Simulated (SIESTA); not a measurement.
Pd under changes of volume

One of the cells (15.858 Å³/atom); the others are scaled copies at fixed shape and fractional positions:

```
Pd
1.0
    -1.58269    1.58269    1.58269
     1.58269   -1.58269    1.58269
     1.58269    1.58269   -1.58269
Pd
1
Direct
  0.00000 0.00000 0.00000
```

This isn't the form of Pd at room conditions, which is fcc.

| Quantity | Value |
| --- | --- |
| Program | SIESTA 5.4.2 |
| Functional | PBE |
| Potentials or basis | PseudoDojo 0.4 standard (PBE files) |
| Basis | DZP (energy shift 0.003 Ry; two zetas on semicore shells) |
| Grid cutoff | 800 Ry |
| Energy shift | 0.003 Ry |
| k mesh | 12 × 12 × 12 |
| Occupations | fermi-dirac, width 0.05 eV |
| Spin | no spin polarisation |

| volume (Å³/atom) | energy over the lowest point (meV/atom) | pressure (GPa) |
| --- | --- | --- |
| 14.614 | 26.48 | 11.2 |
| 14.925 | 9.34 | 6.9 |
| 15.236 | 0.00 | 3.2 |
| 15.858 | 0.54 | -3.0 |
| 16.169 | ? | ? |
| 16.480 | 22.29 | -7.7 |

Task: What does the run at 16.169 Å³/atom give?

Result: Energy over the lowest point 9.15 meV/atom; pressure -5.6 GPa.

Worked out: A Birch-Murnaghan fit of order 3 (a polynomial in V^(-2/3)) to the other rows has its minimum at 15.52 Å³/atom with B0 = V·E''(V) = 154 GPa and B' = 5.2. It gives 9.10 meV/atom at 16.169 Å³/atom, against the run's 9.15, and -dE/dV = -5.6 GPa, against -5.6.

Energies are extrapolated to zero smearing.

Caveats: the basis of atomic orbitals isn't converged, which shifts pressures, moduli and gaps.
